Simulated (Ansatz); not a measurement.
# SrZn2Hg2: reading a single point

```
CELL_PARAMETERS angstrom
2.19653 3.80450 0.00000
-2.19653 3.80450 0.00000
0.00000 0.00000 7.29720
ATOMIC_POSITIONS crystal
Sr 0.00000 0.00000 0.00000
Zn 0.33330 0.33340 0.63080
Zn 0.66670 0.66660 0.36920
Hg 0.33330 0.33340 0.25080
Hg 0.66670 0.66660 0.74920
```

Level: PBEsol, no spin polarisation; 420 eV; 9×9×5 Γ-centred mesh; fermi-dirac occupations (width 0.1 eV); Ansatz 0.2.0, fixed geometry.

(1) Is the cell too large or too small?

(2) Which element gives electrons and which takes them?

(3) Is it stable against the elements?

(4) Metal or insulator?

Origin: a known structure type with other elements, at an estimated volume, so it need not be a known compound.

## Answers

(1) The pressure is 2.0 GPa (compression positive), so with the atoms held at these fractions the cell would first expand. The principal stresses 0.8, 2.6, 2.6 GPa differ, so its shape would change too.

(2) Bader charges in e: Sr +1.32, Zn +0.14, Hg -0.80. In the mean Sr gives up most and Hg takes most.

(3) -0.11 eV an atom against the elements' usual phases (free molecules for gases, crystals otherwise, with no correction for O₂ or N₂), so it is bound against them; other compounds may still compete. Relaxing would lower it.

(4) It is a metal, with about 3 states/eV a cell as the mean within 0.25 eV of the Fermi level.
